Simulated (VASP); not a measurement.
# CaSe in VASP: a series of runs, part 3 of 3

VASP 6.6.1. The steps go on from the part before.

### Step 6. Electric field gradients, PBE (z stretched by +3 % at fixed volume)

INCAR

```
PREC = Accurate ; ENCUT = 520
EDIFF = 1E-8 ; ISMEAR = -1
SIGMA = 0.02 ; LREAL = False
LASPH = True ; NELM = 80
ALGO = Normal ; ISIF = 2
LWAVE = False ; LCHARG = False
GGA = PE ; LEFG = True
NBANDS = 15
```

KPOINTS

```
Automatic mesh
0
Gamma
  7 7 7
```

POSCAR

```
CaSe
1.0
    0.0000000000      2.9126333464      3.0446800000
    2.9126333464      0.0000000000      3.0446800000
    2.9126333464      2.9126333464      0.0000000000
Ca Se
1 1
Direct
    0.0000000000      0.0000000000      0.0000000000
    0.5000000000      0.5000000000      0.5000000000
```

Potentials or basis: VASP PAW PBE potentials, release 64 (Ca_sv, Se).

Started as:

```sh
$ cat potpaw_PBE.64/Ca_sv/POTCAR potpaw_PBE.64/Se/POTCAR > POTCAR
$ mpirun -np 1 vasp_std > vasp.out
```

OUTCAR:

```text
PREC = Accurate
   ENCUT = 520
   EDIFF = 1E-8
   ISMEAR = -1
   LREAL = False
   LASPH = True
   NELM = 80
   ISIF = 2
   GGA = PE

 ion  position               nearest neighbor table
   1  0.000  0.000  0.000-   2 2.91   2 2.91   2 2.91   2 2.91
   2  0.500  0.500  0.500-   1 2.91   1 2.91   1 2.91   1 2.91

  LATTYP: Found a body centered tetragonal cell.
 ALAT       =     4.1190855807
 C/A-ratio  =     1.4783281096

  Lattice vectors:

 A1 = (  -2.9126333464,   0.0000000000,   3.0446800000)
 A2 = (   2.9126333464,   0.0000000000,   3.0446800000)
 A3 = (   0.0000000000,   2.9126333464,  -3.0446800000)

Analysis of symmetry for initial positions (statically):
=====================================================================
 Subroutine PRICEL returns:
 Original cell was already a primitive cell.

 Routine SETGRP: Setting up the symmetry group for a
 body centered tetragonal supercell.

 Subroutine GETGRP returns: Found 16 space group operations
 (whereof 16 operations were pure point group operations)
 out of a pool of 16 trial point group operations.

The static configuration has the point symmetry D_4h.

Analysis of symmetry for dynamics (positions and initial velocities):
=====================================================================
 Subroutine PRICEL returns:
 Original cell was already a primitive cell.

 Routine SETGRP: Setting up the symmetry group for a
 body centered tetragonal supercell.

 Subroutine GETGRP returns: Found 16 space group operations
 (whereof 16 operations were pure point group operations)
 out of a pool of 16 trial point group operations.

The dynamic configuration has the point symmetry D_4h.

 Subroutine INISYM returns: Found 16 space group operations
 (whereof 16 operations are pure point group operations),
 and found     1 'primitive' translations

----------------------------------------------------------------------------------------

                                     Primitive cell

  volume of cell :      51.6587

  direct lattice vectors                    reciprocal lattice vectors
     0.000000000  2.912633346  3.044680000    -0.171665960  0.171665960  0.164220871
     2.912633346  0.000000000  3.044680000     0.171665960 -0.171665960  0.164220871
     2.912633346  2.912633346  0.000000000     0.171665960  0.171665960 -0.164220871

  length of vectors
     4.213491345  4.213491345  4.119085581     0.293098786  0.293098786  0.293098786

  position of ions in fractional coordinates (direct lattice)
     0.000000000  0.000000000  0.000000000
     0.500000000  0.500000000  0.500000000

  ion indices of the primitive-cell ions
   primitive index   ion index
                 1           1
                 2           2

----------------------------------------------------------------------------------------

 KPOINTS: Automatic mesh

Automatic generation of k-mesh.
 Grid dimensions read from file:
 generate k-points for:    7    7    7

[... 75 lines left out ...]
   NUPDOWN=      -1.0000    fix difference up-down
   EMIN   =  10.00;   EMAX   =-10.00  energy-range for DOS
   EFERMI =   0.00;   METHOD = LEGACY
   ISMEAR =    -1;   SIGMA  =   0.02  broadening in eV -4-tet -1-fermi 0-gaus
   EFERMI_NEDOS =   21; number of points for ismear=-14 and -15
   IALGO  =     38    algorithm
   IMIX   =      4    mixing-type and parameters
     AMIX     =   0.40;   BMIX     =  1.00
     AMIX_MAG =   1.60;   BMIX_MAG =  1.00
  volume/ion in A,a.u.               =      25.83       174.30
  Fermi-wavevector in a.u.,A,eV,Ry     =   1.107645  2.093145 16.692666  1.226876
  Thomas-Fermi vector in A             =   2.244161
   LORBIT       =      0    0 simple, 1 ext, 2 COOP (PROOUT), +10 PAW based schemes
   GGA     = PE    functional components
   LHFCALC =     F    Hartree Fock is set to
   AEXX    =    0.0000 exact exchange contribution
   IVDW    =     0    specifies the selected vdW correction
   LEPSILON=     F    determine dielectric tensor
   LRPA    =     F    only Hartree local field effects (RPA)
 non-spin polarized calculation
  energy-cutoff  :      520.00
  volume of cell :       51.66
 maximum number of plane-waves:      1408
   NGX = 15   NGY = 15   NGZ = 15

 number of electron      15.9999998 magnetization

 Free energy of the ion-electron system (eV)
  ---------------------------------------------------
  ext. energy  EPLUGINS =         0.00000000
  ---------------------------------------------------
  free energy    TOTEN  =        -9.46024822 eV

  energy without entropy =       -9.46024822  energy(sigma->0) =       -9.46024822

 E-fermi :   2.8888     XC(G=0):  -9.1590

 val. band max:        2.4654520869   @ k =   0.0000   0.0000   0.0000
 cond. band min:       4.5396627912   @ k =   0.4286   0.0000   0.4286
 fundamental gap:      2.0742107042
 Fermi energy:         2.8888380351

 k-point     1 :       0.0000    0.0000    0.0000
  band No.  band energies     occupation
      1     -37.2776      2.00000
      2     -18.2826      2.00000
      3     -18.2688      2.00000
      4     -18.2688      2.00000
      5      -9.3517      2.00000
      6       2.4419      2.00000
      7       2.4655      2.00000
      8       2.4655      2.00000
      9       5.7133      0.00000
     10       5.9737      0.00000
     11       6.2662      0.00000
     12       6.2662      0.00000
     13       6.7712      0.00000
     14       6.8096      0.00000
[... 401 lines left out ...]
      2     -18.3589      2.00000
      3     -18.3108      2.00000
      4     -18.2902      2.00000
      5      -8.6978      2.00000
      6      -0.2145      2.00000
      7       0.8255      2.00000
      8       1.1958      2.00000
      9       6.6325      0.00000
     10       7.5669      0.00000
     11       7.9818      0.00000
     12       8.2745      0.00000
     13       8.6496      0.00000
     14       9.9526      0.00000
     15      10.9260      0.00000

 [... further k-points ...]
[... 5 lines left out ...]
  --------------------------------------------------------------------------------------
  -------------------------------------------------------------------------------------
  Total        0.9446859      0.9446859     -0.3498310      0.0000000     -0.0000000     -0.0000000
  in kB       29.2991307     29.2991307    -10.8498956      0.0000000     -0.0000000     -0.0000000
  external PRESSURE =      15.9161219 kB  Pullay stress =       0.0000000 kB

 VOLUME and BASIS-vectors are now :
 -----------------------------------------------------------------------------
  energy-cutoff  :      520.00
  volume of cell :       51.66
      direct lattice vectors                 reciprocal lattice vectors
     0.000000000  2.912633346  3.044680000    -0.171665960  0.171665960  0.164220871
     2.912633346  0.000000000  3.044680000     0.171665960 -0.171665960  0.164220871
     2.912633346  2.912633346  0.000000000     0.171665960  0.171665960 -0.164220871

 POSITION                                       TOTAL-FORCE (eV/Angst)
 -----------------------------------------------------------------------------------
      0.00000      0.00000      0.00000        -0.000000      0.000000      0.000000
      2.91263      2.91263      3.04468         0.000000     -0.000000      0.000000
 -----------------------------------------------------------------------------------
    total drift:                                0.000000     -0.000000     -0.000000

  FREE ENERGIE OF THE ION-ELECTRON SYSTEM (eV)
  ---------------------------------------------------
  free  energy   TOTEN  =        -9.4602482180 eV

  energy  without entropy=       -9.4602482180  energy(sigma->0) =       -9.46024822

 Electric field gradients (V/A^2)
---------------------------------------------------------------------
 ion       V_xx      V_yy      V_zz      V_xy      V_xz      V_yz
---------------------------------------------------------------------
   1      -7.210    -7.210    14.420     0.000     0.000     0.000
   2     -13.189   -13.189    26.378    -0.001    -0.000    -0.000
---------------------------------------------------------------------

 Electric field gradients after diagonalization (V/A^2)
 (convention: |V_zz| > |V_xx| > |V_yy|)
----------------------------------------------------------------------
 ion       V_xx      V_yy      V_zz     asymmetry (V_yy - V_xx)/ V_zz
----------------------------------------------------------------------
   1      -7.210    -7.210    14.420       0.000
   2     -13.189   -13.188    26.378       0.000
----------------------------------------------------------------------

           NMR quadrupolar parameters

 Cq : quadrupolar parameter    Cq=e*Q*V_zz/h
 eta: asymmetry parameters     (V_yy - V_xx)/ V_zz
 Q  : nuclear electric quadrupole moment in mb (millibarn)
----------------------------------------------------------------------
 ion       Cq(MHz)       eta       Q (mb)
----------------------------------------------------------------------
   1       0.035       0.000       1.000
   2       0.064       0.000       1.000
----------------------------------------------------------------------
```

Wall time 76 s (1 thread of AMD EPYC 7R13 (Zen 3), shared host); peak memory 0.16 GiB.

Results:

* Free energy: -9.4602 eV
* Pressure: 1.6 GPa
* Band gap on the k mesh: 2.07 eV, indirect (least direct gap 2.89 eV)

Levels at points of the mesh, in eV from the valence-band top:
| k point | band 4 | band 5 | band 6 | band 7 | band 8 | band 9 | band 10 | band 11 | band 12 | band 13 |
| --- | --- | --- | --- | --- | --- | --- | --- | --- | --- | --- |
| (0.00, 0.00, 0.00) | -20.73 | -11.82 | -0.02 | 0.00 | 0.00 | 3.25 | 3.51 | 3.80 | 3.80 | 4.31 |

Electric field gradients, principal values (V/Å²):
```tsv
atom	least	middle	greatest (by size)
1 Ca	-7.210	-7.210	14.420
2 Se	-13.188	-13.189	26.378
```

Caveat: without QUAD_EFG the Cq values of the log hold for a quadrupole moment of 1 mb, not for the nuclei. A k mesh can miss the band edges.

### Step 7. Summary

| cell | k mesh | gap on the mesh (eV) | pressure (GPa) |
| --- | --- | --- | --- |
| a = 4.180 Å, angles 60.0°, 2 atoms | 7 × 7 × 7 | 2.08 | 1.4 |
| a = 4.215 Å, angles 60.0°, 2 atoms | 7 × 7 × 7 | 2.14 | 0.1 |
| a = 4.249 Å, angles 60.0°, 2 atoms | 7 × 7 × 7 | 2.19 | -1.0 |
| a = 4.180 Å, angles 60.0°, 2 atoms | 5 × 5 × 5 | 2.14 | 1.4 |
| a = 4.213, b = 4.213, c = 4.119 Å, angles 60.7, 60.7, 58.5°, 2 atoms | 7 × 7 × 7 | 2.07 | 1.6 |

Alike in all rows: task electric field gradients; level PBE; potentials or basis VASP PAW PBE potentials, release 64 (Ca_sv, Se); no spin polarisation; cutoff (eV) 520; smearing fermi-dirac 0.02 eV.

Absolute energies hang on the potentials; compare differences alone.

### Step 8. How close it comes

Step 2. A measured gap of CaSe is 3.85 eV (indirect; 2 K; a printed reference work, monograph, original work of 1988); the calculated 2.08 eV misses it by -1.77 eV. Spin-orbit coupling on Se is left out. The value is that of PBE on a finite k mesh, which can miss the band edges, without temperature or zero-point motion. Semilocal functionals fall short of measured gaps as a rule.

Step 5. A measured gap of CaSe is 3.85 eV (indirect; 2 K; a printed reference work, monograph, original work of 1988); the calculated 2.14 eV misses it by -1.71 eV. Spin-orbit coupling on Se is left out. The value is that of PBE on a finite k mesh, which can miss the band edges, without temperature or zero-point motion. Semilocal functionals fall short of measured gaps as a rule.
